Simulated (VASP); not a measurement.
A calculation with VASP 6.6.1 of As (native input, structure from a POSCAR):

The input INCAR:

```
SYSTEM = As
PREC = Accurate
ENCUT = 500
EDIFF = 1E-6
ISMEAR = 0
SIGMA = 0.1
LREAL = .False.
LASPH = .True.
NELM = 100
ALGO = Normal
ISIF = 2
LWAVE = .False.
LCHARG = .False.
GGA = RP
```

KPOINTS

```
regular mesh
0
Gamma
  10 10 10
  0 0 0
```

The input POSCAR:

```
As
2.7037
    0.999993247920      0.000000000000      0.000000000000
    0.000000000000      0.999993247920      0.000000000000
    0.000000000000      0.000000000000      0.999993247920
As
1
Direct
    0.5000000000      0.5000000000      0.5000000000
```

Potentials or basis: VASP PAW PBE potentials, release 64 (As).

The run is started by

```console
$ cat potpaw_PBE.64/As/POTCAR > POTCAR
$ mpirun -np 1 vasp_std > vasp.out
```

This isn't the form of As at room conditions, which is rhombohedral.

Problem. Write the same calculation in another form: ASE script, structure from a POSCAR.

Solution. As run:

File run.py:

```python
from ase.calculators.vasp import Vasp
from ase.dft.bandgap import bandgap
from ase.io import read

atoms = read('POSCAR')
calc = Vasp(
    directory='calc',
    xc='rpbe',
    pp='PBE',
    setups='minimal',
    prec='Accurate',
    encut=500,
    ediff=1e-06,
    ismear=0,
    sigma=0.1,
    lreal=False,
    lasph=True,
    nelm=80,
    algo='Normal',
    isif=2,
    lwave=False,
    lcharg=True,
    lelf=True,
    lvhar=True,
    kpts=[10, 10, 10],
    gamma=True,
    nbands=8,
)
atoms.calc = calc

print('energy (eV):', atoms.get_potential_energy())
print('free energy (eV):', atoms.get_potential_energy(force_consistent=True))
print('forces (eV/A):')
print(atoms.get_forces())
print('stress (eV/A^3, Voigt):', atoms.get_stress())
print('Fermi level (eV):', calc.get_fermi_level())
gap, top, bottom = bandgap(calc)
print('band gap (eV):', gap, 'from (spin, k, band)', top, 'to', bottom)
```

The input POSCAR:

```
As
1.0
    2.7036817444      0.0000000000      0.0000000000
    0.0000000000      2.7036817444      0.0000000000
    0.0000000000      0.0000000000      2.7036817444
As
1
Direct
    0.5000000000      0.5000000000      0.5000000000
```

Potentials or basis: VASP PAW PBE potentials, release 64 (As).

Run with:

```sh
$ python run.py
```

Both were run:

|  | native input, structure from a POSCAR | ASE script, structure from a POSCAR |
| --- | --- | --- |
| Pressure | 4.0 GPa | 4.0 GPa |
| Band gap on the k mesh | none (metal or under the smearing width) | none (metal or under the smearing width) |

Keys that steer only the numerical path or the files written may differ.

Caveat: the PAW data sets were made with another functional, which shifts forces and pressure a little.
